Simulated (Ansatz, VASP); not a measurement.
# BP: VASP beside Ansatz

```
B P
1.0
     0.00000    2.26921    2.26921
     2.26921    0.00000    2.26921
     2.26921    2.26921    0.00000
B P
1 1
Direct
  0.00000 0.00000 0.00000
  0.25000 0.25000 0.25000
```

Alike in both runs: functional PBEsol; k mesh 10 × 10 × 10; occupations gaussian, width 0.02 eV; no spin polarisation.

Ansatz relaxed the structure, and its values are those at the end. VASP's run is a single point on that final structure, the one shown.

|  | VASP | Ansatz |
| --- | --- | --- |
| version | VASP 6.6.1 | Ansatz 0.2.0 |
| potentials or method | VASP PAW PBE potentials, release 64 (B, P) | scalar-relativistic, plane waves, PAW |
| plane-wave cutoff (eV) | 520 | 420 |
| valence electrons in the cell | 8 | 8 |

VASP gave:

| Quantity | Value |
| --- | --- |
| gap on the k mesh at the Fermi level (eV) | 1.13 |
| least direct gap on the mesh (eV) | 3.36 |
| pressure (GPa) | -1.9 |

Estimate Ansatz's values.

gap on the k mesh at the Fermi level (eV): 1.14; least direct gap on the mesh (eV): 3.36; pressure (GPa): -2.0.

Caveats: the PAW data sets were made with another functional, which shifts forces and pressure a little (VASP). A hybrid or GW would open this gap; PBEsol tends to underestimate it. A k mesh can miss the band edges.
